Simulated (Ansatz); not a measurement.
## ¹⁷O nuclear quadrupole resonance in SiO2

Cell: a Materials Project structure (computed, not necessarily an observed phase), atoms as given.

```cif
data_structure
_symmetry_space_group_name_H-M 'P 1'
_symmetry_Int_Tables_number 1
_cell_length_a 8.5735
_cell_length_b 8.5735
_cell_length_c 8.5735
_cell_angle_alpha 110.361
_cell_angle_beta 110.361
_cell_angle_gamma 107.705
_cell_volume 484.77
loop_
_atom_site_label
_atom_site_type_symbol
_atom_site_fract_x
_atom_site_fract_y
_atom_site_fract_z
_atom_site_occupancy
Si1 Si 0.59107 0.40893 0.50000 1
Si2 Si 0.15893 0.15893 0.31785 1
Si3 Si 0.84107 0.84107 0.68215 1
Si4 Si 0.90893 0.09107 0.50000 1
Si5 Si 0.15893 0.84107 0.00000 1
Si6 Si 0.59107 0.09107 0.18215 1
Si7 Si 0.90893 0.40893 0.81785 1
Si8 Si 0.84107 0.15893 0.00000 1
O9 O 0.60088 0.28494 0.31594 1
O10 O 0.03494 0.21901 0.18406 1
O11 O 0.03494 0.85088 0.81594 1
O12 O 0.14912 0.96506 0.18406 1
O13 O 0.78099 0.96506 0.81594 1
O14 O 0.96901 0.28494 0.68406 1
O15 O 0.71506 0.03099 0.31594 1
O16 O 0.71506 0.39912 0.68406 1
O17 O 0.67195 0.62500 0.54695 1
O18 O 0.37500 0.32805 0.45305 1
O19 O 0.87500 0.92195 0.54695 1
O20 O 0.07805 0.12500 0.45305 1
O21 O 0.07805 0.62500 0.95305 1
O22 O 0.37500 0.92195 0.04695 1
O23 O 0.87500 0.32805 0.95305 1
O24 O 0.67195 0.12500 0.04695 1
```

Sites (sets of like atoms) are named by element and the number of their first atom in this list.

Level of theory: DFT, r2SCAN, plane waves and PAW (field gradients read without the response of the frozen cores, which leaves them typically 4 to 6 % off), scalar-relativistic, 500 eV cutoff, Γ-centred 4×4×4 k-points, Fermi–Dirac smearing 0.02 eV (Ansatz 0.2.0).

¹⁷O: I = 5/2, Q = -25.58 mb (year-2017 value). Static lattice, zero field.

Q: Predict the zero-field ¹⁷O lines of each site.

A: For I = 5/2 and η = 0 the lines are 3|C_Q|/20 and twice that; η pulls their ratio below 2.

| site | atoms | V_zz (10²¹ V/m²) | C_Q (MHz) | η | line frequencies (MHz) |
| --- | --- | --- | --- | --- | --- |
| O9 | 9, 10, 11, 12, 13, 14, … | 9.59 | -5.93 | 0.11 | 0.901, 1.77 |
| O17 | 17, 18, 19, 20, 21, 22, … | 9.83 | -6.08 | 0.12 | 0.927, 1.82 |

At O9 and O17 V_zz runs parallel to the line that joins its two neighbours (within 1°) in each case.

Hardware: 1 thread of Intel Xeon Platinum 8488C (Sapphire Rapids) (x86_64; 16 cores open to the job, memory cap 3.0 GiB, no GPU), a shared host with a load of 0.2 a core. Wall time 71 s, CPU time 71 s, peak memory 2 GiB.
